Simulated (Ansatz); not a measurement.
## Ga_C in C (Fd-3m): charge-transition levels and formation energies

Charge states of Ga_C in C (Fd-3m), set against the band edges. Model: a cell of 128 host atoms with 1 C taken out and 1 Ga put in.

Program: Ansatz 0.2.0. Level of theory: place-levels on PBEsol runs: charge-transition levels and formation energies with image-charge correction and potential alignment at the atomic sites. Results are calculated unless marked as measured.

The experiments to compare with:

For C, diamond (bulk crystal), “Enhanced Electron Emission Performance and Air‐Surface Stability in ScO‐Terminated Diamond for Thermionic Energy Converters” (2024, pmc:11600692) quotes earlier work: band gap (experimental band gap used as input) 5.47 eV [Literature experimental gap used as input, no source or temperature given; indirect gap …].

### Step 1. The structure

The cell holds 128 atoms: 127 C and 1 Ga. Cell: a = 10.052 Å, b = 10.052 Å, c = 10.052 Å, α = 60.0°, β = 60.0°, γ = 60.0°. It derives from C (space group Fd-3m). Nearest the centre at fractional (0.500, 0.500, 0.500): Ga85 at 0.00 Å, C86 at 1.54 Å, C54 at 1.54 Å, C78 at 1.54 Å, C84 at 1.54 Å, C83 at 2.51 Å, C93 at 2.51 Å, C87 at 2.51 Å.

Screening for the image-charge correction: ε∞ = 5.87, ε0 = 5.87, from a response run on this crystal (DFPT, PBEsol) at that run's own cell.

The cell's shortest repeat is 10.1 Å.

### Step 2. Charge states

A transition level is the Fermi level at which two charge states cost the same, so each charge needs its own total energy, at its own relaxed structure.

Random displacements of about 0.05 Å break the site symmetry at the start, so that the relaxation can reach a distorted minimum if there is one. Forces are taken at one point at (¼, ¼, ¼). The cell holds 2 electrons more than the neutral one, with a uniform background that keeps it neutral on the whole. The electron count is odd, so at least one spin is unpaired; this run locks the moment at 1 μB.

The sampling was tested on the host first: at the k-points planned (1x1x1 shifted 0.25 0.25 0.25) its energy lies 0.034 eV an atom from the dense-mesh value, so the final energies take a denser sampling.

One of the inputs; charge, spin and start change from state to state.

Input file qm2_M1.relax/input.yaml:

```yaml
crystal:
  lattice:
    - [0.0, 7.107606, 7.107606]
    - [7.107606, 0.0, 7.107606]
    - [7.107606, 7.107606, 0.0]
  atoms:
    - { symbol: C, position: [0.0, 0.0, 0.0] }
    - { symbol: C, position: [0.0625, 0.0625, 0.0625] }
[... 50 atom lines left out ...]
    - { symbol: C, position: [0.25, 0.5, 0.5] }
    - { symbol: C, position: [0.3125, 0.5625, 0.5625] }
    - { symbol: C, position: [0.25, 0.5, 0.75] }
    - { symbol: C, position: [0.3125, 0.5625, 0.8125] }
[... 4 atom lines left out ...]
    - { symbol: C, position: [0.25, 0.75, 0.5] }
[... 15 atom lines left out ...]
    - { symbol: C, position: [0.5, 0.25, 0.5] }
    - { symbol: C, position: [0.5625, 0.3125, 0.5625] }
    - { symbol: C, position: [0.5, 0.25, 0.75] }
    - { symbol: C, position: [0.5625, 0.3125, 0.8125] }
[... 2 atom lines left out ...]
    - { symbol: C, position: [0.5, 0.5, 0.25] }
    - { symbol: C, position: [0.5625, 0.5625, 0.3125] }
    - { symbol: Ga, position: [0.5, 0.5, 0.5] }
    - { symbol: C, position: [0.5625, 0.5625, 0.5625] }
    - { symbol: C, position: [0.5, 0.5, 0.75] }
[... 3 atom lines left out ...]
    - { symbol: C, position: [0.5, 0.75, 0.25] }
    - { symbol: C, position: [0.5625, 0.8125, 0.3125] }
    - { symbol: C, position: [0.5, 0.75, 0.5] }
[... 15 atom lines left out ...]
    - { symbol: C, position: [0.75, 0.25, 0.5] }
[... 5 atom lines left out ...]
    - { symbol: C, position: [0.75, 0.5, 0.25] }
[... 1 atom line left out ...]
    - { symbol: C, position: [0.75, 0.5, 0.5] }
[... 10 atom lines left out ...]
    - { symbol: C, position: [0.8125, 0.8125, 0.8125] }
  host:
    repeats: [4, 4, 4]
    atoms:
      - { symbol: C, position: [0.0, 0.0, 0.0] }
      - { symbol: C, position: [0.25, 0.25, 0.25] }
total_charge: -2
basis:
  ecutwfc: 420
  xc_grid: 2
hamiltonian:
  xc: pbesol
kpoints:
  mp_grid: { grid: [1, 1, 1], shift: [0.25, 0.25, 0.25] }
magnetization:
  spin_polarized: true
  initial_magnetization: 1
  spin_locking: { lock_magnetization: hard }
scf:
  occupations: { method: fixed }
  max_iter: 60
output:
  forces: true
  charged_corrections:
    epsilon: 5.87
    static_epsilon: 5.87
    defect_position: [0.5, 0.5, 0.5]
relax:
  f_tol: 0.02
  max_steps: 80
  random_displacement: { amplitude: 0.05, seed: 3441 }
checkpoint:
  write: "../qm2_M1.relax.run"
  compress: false
  write_wavefunctions: true
  write_every: 100000
```

Run with:

```console
$ ansatz run input.yaml --threads 8 --pin off --max-ram 22609MiB --backend cpu --events-out ev --progress --plain --runs-dir out
```

The relaxed structure is kept and the sampling changed to a 2×2×2 shifted mesh.

The run of this state that the levels use, under PBEsol:

Input file qm2_M1.point/input.yaml:

```yaml
crystal:
  checkpoint: "../qm2_M1.relax.run"
  host: checkpoint
total_charge: -2
basis:
  ecutwfc: 420
  xc_grid: 2
hamiltonian:
  xc: pbesol
kpoints:
  mp_grid: { grid: [2, 2, 2], shift: [0.5, 0.5, 0.5] }
magnetization:
  spin_polarized: true
  initial_magnetization: 1
  spin_locking: { lock_magnetization: hard }
scf:
  occupations: { method: fermi_dirac, width: 0.01 }
  max_iter: 60
output:
  forces: true
  eigenvalues: true
  charged_corrections:
    epsilon: 5.87
    static_epsilon: 5.87
    defect_position: [0.5, 0.5, 0.5]
  eigenstates: { localisation: true }
  populations: true
  efg: {}
checkpoint:
  read: "../qm2_M1.relax.run"
  write: "../qm2_M1.point.run"
  compress: false
  write_wavefunctions: false
  write_every: 100000
```

Relaxations under PBEsol at one point at (¼, ¼, ¼); times on 8 threads of Arm Neoverse V2, shared host:

```csv
charge,moment (μB),occupations,outcome,steps,largest displacement against the far atoms (Å),time
−2,1,fixed,converged,7,0.24,3.1 min
−1,0,fixed,converged,6,0.24,84 s
0,1,fixed,converged,12,0.26,4.9 min
+1,0,fixed,not converged,-,-,48 s
+1,0,fermi-dirac,converged,14,0.27,2.8 min
+1,2,fixed,converged,8,0.26,2.5 min
```

Single points under PBEsol at a 2×2×2 shifted mesh; times on 8 threads of Arm Neoverse V2, shared host:

```csv
charge,moment (μB),occupations,outcome,time
−2,1,fermi-dirac,converged,2.7 min
−1,0,fermi-dirac,converged,70 s
0,1,fermi-dirac,converged,2.8 min
+1,0,fermi-dirac,converged,74 s
+1,2,fermi-dirac,converged,2.8 min
```

Distances (Å) from Ga85 to the nearest atoms after relaxation with PBEsol:

```csv
charge,moment (μB),1.,2.,3.,4.,5.,6.
−2,1,C 1.78,C 1.78,C 1.78,C 1.78,C 2.56,C 2.56
−1,0,C 1.78,C 1.78,C 1.78,C 1.78,C 2.56,C 2.56
0,1,C 1.77,C 1.78,C 1.78,C 1.82,C 2.53,C 2.53
+1,0,C 1.76,C 1.78,C 1.78,C 1.85,C 2.51,C 2.51
+1,2,C 1.76,C 1.81,C 1.81,C 1.81,C 2.55,C 2.55
```

### Step 3. place-levels, PBEsol

A charged cell interacts with its images and the background, and its potential has another zero than the host's. place-levels removes the first by a point-charge model, screened by the static dielectric constant since the ions have relaxed around the charge, and the second by comparing potentials at atoms far from the defect.

The host is a run of the defect-free crystal in the same cutoffs, grids and k-points, so that basis and sampling errors cancel in part in the differences. The host is run in a cell of 2 atoms on a matching mesh. Its band edges are searched through the zone by a band path, so the gap is smaller than, or equal to, that on the mesh. Chemical potentials are energies per atom of C (diamond) and Ga (alpha-Ga (Cmce)), run with the same functional and cutoff. Carbon is taken as diamond, which semilocal functionals can put about 0.1 eV an atom over graphite.

Input file levels.point.yaml:

```yaml
host:
  run: host.point.run
states: [qm2_M1.point.run, qm1.point.run, q0_M1.point.run, qp1.point.run, qp1_M2.point.run]
geometry_from:
  qm2_M1.point.run: qm2_M1.relax.run
  qm1.point.run: qm1.relax.run
  q0_M1.point.run: q0_M1.relax.run
  qp1.point.run: qp1.relax_smeared.run
  qp1_M2.point.run: qp1_M2.relax.run
  host.point.run: host.relax.run
chemical_potentials:
  C:
    energy: -246.667945
    dataset: <sha256 of the dataset>
  Ga:
    energy: -3743.200989
    dataset: "<sha256 of the dataset>"
epsilon: 5.87
static_epsilon: 5.87
vertical:
  - { from: qm2_M1.point.run, to: qm2_M1.point_neutral.run }
  - { from: qm1.point.run, to: qm1.point_neutral.run }
  - { from: qp1.point.run, to: qp1.point_neutral.run }
  - { from: qp1_M2.point.run, to: qp1_M2.point_neutral.run }
```

Run with:

```console
$ ansatz place-levels levels.point.yaml -- --threads 8 --pin off --max-ram 22609MiB
```

Numbers of over 12 decimals in the logs are rounded to 6 here.

What it wrote:

```text
[... repeated set-up lines and file paths are left out, and long positions are rounded to six places ...]
(+1/0) 0.042 eV beneath the valence edge (-0.125 eV without the band-filling correction), in the valence band
(0/-1) 0.803 eV above the valence edge, 3.215 eV under the conduction edge
(-1/-2) 4.043 eV above the valence edge (+5.182 eV without the band-filling correction), in the conduction band
formation energy of charge +1: +8.713 eV with the Fermi level at the valence edge
formation energy of charge 0: +8.671 eV with the Fermi level at the valence edge
formation energy of charge -1: +9.474 eV with the Fermi level at the valence edge
formation energy of charge -2: +13.517 eV with the Fermi level at the valence edge
vertical -2 to 0: no energy, since no alignment is typed
  the change from vertical[0].from (qm2_M1.point.run) to vertical[0].to (qm2_M1.point_neutral.run): by its potential at epsilon 5.87 it stands at 0.531 0.527 0.531, with an rms radius of about 3.9 Å (2.2 2.2 2.2 Å across the planes of the cell's vectors); [...]
vertical -1 to 0: no energy, since no alignment is typed
  the change from vertical[1].from (qm1.point.run) to vertical[1].to (qm1.point_neutral.run): by its potential at epsilon 5.87 it stands at 0.527 0.526 0.527, with an rms radius of about 2.6 Å (1.5 1.5 1.5 Å across the planes of the cell's vectors); [...]
vertical +1 to 0: no energy, since no alignment is typed
  the change from vertical[2].from (qp1.point.run) to vertical[2].to (qp1.point_neutral.run): by its potential at epsilon 5.87 it stands at 0.548 0.493 0.549, with an rms radius of about 3.5 Å (1.8 2.3 1.8 Å across the planes of the cell's vectors); [...]
vertical +1 to 0: no energy, since no alignment is typed
  the change from vertical[3].from (qp1_M2.point.run) to vertical[3].to (qp1_M2.point_neutral.run): by its potential at epsilon 5.87 it stands at 0.549 0.548 0.549, with an rms radius of about 2.6 Å (1.5 1.5 1.5 Å across the planes of the cell's vectors); [...]
  edges by pbesol, gap 4.018 eV; the host is sampled to repeats of 20.10 Å
  the defect's cells are sampled to repeats of 20.10 Å, like sampling
  charge +1: -35074.7351 eV with its correction of +0.442 eV, at epsilon 5.87, aligned at sites: +0.0466 eV, mean over 41 atomic sites at or beyond 5.03 Å from the defect at [0.5000, 0.5000, 0.5000], with -0.000001 for the charge's moments and without [...]
  charge 0: +0.000 eV for its dipole among its images, +0.000 omitted
  charge -1: -35047.0530 eV with its correction of +0.191 eV, at epsilon 5.87, aligned at sites: +0.2048 eV, mean over 41 atomic sites at or beyond 5.03 Å from the defect at [0.5000, 0.5000, 0.5000], with +0.000000 for the charge's moments and without [...]
  charge -2: -35028.3688 eV with its correction of +0.872 eV, at epsilon 5.87, aligned at sites: +0.3551 eV, mean over 41 atomic sites at or beyond 5.03 Å from the defect at [0.5000, 0.5000, 0.5000], with +0.000000 for the charge's moments and without [...]
  states[0] (qm2_M1.point.run): levels filled in part (TS 0.007 eV): its energy is of no whole electron's
  charge +1: states[4] (qp1_M2.point.run) stands 0.050 eV higher, with a moment of 2.00 μB against 0.00
  of states[3] (qp1.point.run): it parts from the run at its places by a charge that spreads by about 2.3 Å along one vector (1.4 Å or more is wide), by its potential at epsilon 5.87, taken for that of held ions (one typed too small widens it), where the cell [...]
  of states[1] (qm1.point.run): it parts from the run at its places by a charge that spreads by about 1.5 Å along one vector (1.4 Å or more is wide), by its potential at epsilon 5.87, taken for that of held ions (one typed too small widens it), where the cell [...]
  of states[0] (qm2_M1.point.run): it parts from the run at its places by a charge that spreads by about 2.2 Å along one vector (1.4 Å or more is wide), by its potential at epsilon 5.87, taken for that of held ions (one typed too small widens it), where the [...]
  of states[4] (qp1_M2.point.run): it parts from the run at its places by a charge that spreads by about 1.5 Å along one vector (1.4 Å or more is wide), by its potential at epsilon 5.87, taken for that of held ions (one typed too small widens it), where the [...]
  vertical[0].from (qm2_M1.point.run): levels filled in part (TS 0.007 eV): its energy is of no whole electron's
  of vertical[0].from (qm2_M1.point.run): its moments are held at its close (magnetization.spin_locking), by a field of 0.004 eV a Bohr magneton, and its energy and levels are of the state that this holds: a run that lets them go can end lower; [...]
  vertical[0].to (qm2_M1.point_neutral.run): levels filled in part (TS 0.009 eV): its energy is of no whole electron's
  of vertical[0].to (qm2_M1.point_neutral.run): its moments are held at its close (magnetization.spin_locking), by a field of 0.019 eV a Bohr magneton, and its energy and levels are of the state that this holds: a run that lets them go can end lower
  of vertical[1].from (qm1.point.run): it parts from the run at its places by a charge that spreads by about 1.5 Å along one vector (1.4 Å or more is wide), by its potential at epsilon 5.87, taken for that of held ions (one typed too small widens it), where [...]
  vertical[1].to (qm1.point_neutral.run): levels filled in part (TS 0.010 eV): its energy is of no whole electron's
  of vertical[1].to (qm1.point_neutral.run): its moments are held at its close (magnetization.spin_locking), by a field of 0.017 eV a Bohr magneton, and its energy and levels are of the state that this holds: a run that lets them go can end lower
  of vertical[2].from (qp1.point.run): it parts from the run at its places by a charge that spreads by about 2.3 Å along one vector (1.4 Å or more is wide), by its potential at epsilon 5.87, taken for that of held ions (one typed too small widens it), where [...]
  of vertical[2].to (qp1.point_neutral.run): its moments are held at its close (magnetization.spin_locking), by a field of 0.079 eV a Bohr magneton, and its energy and levels are of the state that this holds: a run that lets them go can end lower
  of vertical[3].from (qp1_M2.point.run): its moments are held at its close (magnetization.spin_locking), by a field of 0.112 eV a Bohr magneton, and its energy and levels are of the state that this holds: a run that lets them go can end lower; [...]
  vertical[3].to (qp1_M2.point_neutral.run): levels filled in part (TS 0.005 eV): its energy is of no whole electron's
```

It took 0.85 s on 8 threads of Arm Neoverse V2, shared host.

Levels between the charges placed, in eV above the valence top:

```csv
,gap (eV),(+1/0),(0/−1),(−1/−2)
PBEsol,4.02,-0.04,0.80,4.04
```

Corrections by state:

```csv
charge,moment (μB),image terms and alignment (eV),band filling (eV),ε used,"over the lowest of its charge, as the program ranks them, band filling apart (eV)"
+1,0.0,0.442,-0.083,5.87,0.000
0,1.0,0.000,-,-,0.000
−1,0.0,0.191,-,5.87,0.000
−2,1.0,0.872,-1.139,5.87,0.000
+1,2.0,0.463,-,5.87,0.050
```

The charged structures listed were also run neutral, and place-levels reads from each pair, by the potential or the spins, how wide the charge is by which they differ; that can be the carrier of either run.

```csv
charge,rms radius (Å),spread where it is widest against the cell (Å),wide from (Å),reading
+1,3.5,2.29,1.42,wide
−1,2.6,1.52,1.42,wide
−2,3.9,2.25,1.42,wide
```

The neutral runs of these pairs need not share the spin of the lowest neutral state, and very wide values only mean spread over the cell.

From the program's caveats on the states, each cut to its opening words:

- charge +1: it parts from the run at its places by a charge that spreads by about 2.3 Å along one vector (1.4 Å or more is wide), by its potential at epsilon 5.87, taken [...]
- charge +1: a band-filling correction moves a carrier to the host's band edge, which changes its energy by -0.083 eV
- charge +1: its alignment with the host at atomic sites is doubtful: the mean over the far sites moves by +0.0514 eV from their farther parts to their nearer, more than [...]
- charge −1, +1 (2 μB): it parts from the run at its places by a charge that spreads by about 1.5 Å along one vector (1.4 Å or more is wide), by its potential at epsilon 5.87, taken [...]
- charge −2 (1 μB): it parts from the run at its places by a charge that spreads by about 2.2 Å along one vector (1.4 Å or more is wide), by its potential at epsilon 5.87, taken [...]
- charge −2 (1 μB): a band-filling correction moves a carrier to the host's band edge, which changes its energy by -1.139 eV
- charge −2 (1 μB): its moments are held at its close (magnetization.spin_locking), by a field of 0.004 eV a Bohr magneton, and its energy and levels are of the state that this [...]
- charge +1 (2 μB): its moments are held at its close (magnetization.spin_locking), by a field of 0.112 eV a Bohr magneton, and its energy and levels are of the state that this [...]

Chemical potentials of the elements' reference phases, run alike. Formation energies (elemental references), with the Fermi level at the valence top and at the conduction bottom (gap 4.02 eV):

```csv
charge,at valence top (eV),at conduction bottom (eV),correction included (eV)
+1,8.71,12.73,0.36
0,8.67,8.67,0.00
−1,9.47,5.46,0.19
−2,13.52,5.48,-0.27
```

```tsv
Fermi level (eV)	lowest formation energy (eV)
0.00	8.67
0.36	8.67
0.73	8.67
1.09	8.38
1.46	8.01
1.82	7.65
2.19	7.28
2.56	6.92
2.92	6.55
3.29	6.19
3.65	5.82
4.02	5.46
```

### Step 4. A changed set-up

In this try the input is made faulty on purpose, to show what that does.

Another version of the file is tried.

levels.try0.yaml is levels.point.yaml with these lines changed:

```diff
-states: [qm2_M1.point.run, qm1.point.run, q0_M1.point.run, qp1.point.run, qp1_M2.point.run]
+states: [qm2_M1.relax.run, qm1.point.run, q0_M1.point.run, qp1.point.run, qp1_M2.point.run]
-  qm2_M1.point.run: qm2_M1.relax.run
```

Run with:

```console
$ ansatz place-levels levels.try0.yaml -- --threads 8 --pin off --max-ram 22609MiB
```

What it wrote:

```text
Error: states: the states of charge -2 and -1 were not made alike: the mesh or its shifts (kpoints.further_shifts), scf.occupations
```

The change: a state from another k-mesh.

No levels were formed: the file was rejected.

### Step 5. Outcome

```
gap of the host                                                             : 4.02 eV (PBEsol)
level (plus 1/0)                                                            : 0.04 eV below the valence top (-0.13 eV above the valence top without the band-filling term)
level (0/minus 1)                                                           : 0.80 eV above the valence top
level (minus 1/minus 2)                                                     : 4.04 eV above the valence top, past the conduction bottom (5.18 eV above the valence top without the band-filling term)
lowest of the charges placed, just above the valence top (0.02 eV)          : 0
lowest of the charges placed, just below the conduction bottom (0.02 eV)    : −1
lowest formation energy at mid-gap of the charges run, elemental references : 7.47 eV
```

What this shows: Of the charges placed (−2, −1, 0 and +1), the lowest changes at 0.80 eV (0/−1) above the valence top, in a gap of 4.02 eV. States placed: +1 at 0 μB and 2 μB; 0 at 1 μB; −1 at 0 μB; −2 at 1 μB. Other spin states or structures, where not listed, weren't placed. The program finds carriers beyond a band edge of the host and adds a band-filling term at charge −2 (-1.14 eV) and +1 (-0.08 eV); steps to such a charge show no bound level, and a defect level inside a band would be read the same way. Ga is taken at its element; compounds, which aren't counted here, bound the chemical potentials and would shift these formation energies. The program doubts the alignment of potentials for at least one state, a sign that the cell is small. What this leaves open: PBEsol makes the gap too small and tends to spread out bound carriers; force components of up to 0.81 eV/Å remain in a run at the final settings.

Calculation against experiment:

| quantity | measured | PBEsol |
| --- | --- | --- |
| band gap (least gap of the host) (eV) | 5.47 | 4.02 (-1.45 eV) |

Measured values from pmc:11600692 (2024).

How well it matches: The band gap is off by -1.45 eV: a clear miss. Local and semilocal functionals usually give gaps below the measured ones. Zero-point and thermal motion shift the measured gap.

[Logs are printed without paths, hosts, clocks, repeated set-up lines and the standing remarks that a program may print on its own settings, such as how far it seeks lower states.]

[Hosts, paths, dates, database ids (printed as entryN), source tags and the programs' standing remarks are cut or masked in the printed files.]

[Where a table of states has a column of steps, it counts the stored structures, which are thinned; the runs took as many ionic steps or more.]

[A defect's name tells the site on which it was built; relaxed atoms can leave that site.]

[For some hosts the program warned that the k-mesh of the response run may be too coarse for force constants and the static dielectric constant; such warnings are not shown here.]
